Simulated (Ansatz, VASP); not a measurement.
## AlN: VASP beside Ansatz

```xyz
4
Lattice="3.1892 0.0000 0.0000 -1.5946 2.7619 0.0000 0.0000 0.0000 3.8107" Properties=species:S:1:pos:R:3 pbc="T T T"
Al    0.0000    1.8413    2.8580
Al    1.5946    0.9206    0.9527
N     0.0000    1.8413    0.9527
N     1.5946    0.9206    2.8580
```

Alike in both runs: task single point; functional PBE; k mesh 9 × 9 × 6; occupations gaussian, width 0.05 eV; no spin polarisation.

|  | VASP | Ansatz |
| --- | --- | --- |
| version | VASP 6.6.1 | Ansatz 0.2.0 |
| potentials or method | VASP PAW PBE potentials, release 64 (Al, N) | scalar-relativistic, plane waves, PAW |
| plane-wave cutoff (eV) | 520 | 520 |
| valence electrons in the cell | 16 | 16 |

```tsv
	VASP	Ansatz	Ansatz less VASP
gap on the k mesh at the Fermi level (eV)	4.50	4.51	+0.018
least direct gap on the mesh (eV)	4.55	4.54	-0.015
```

Caveats: an odd mesh through Γ misses points on the zone boundary, where band edges often lie.
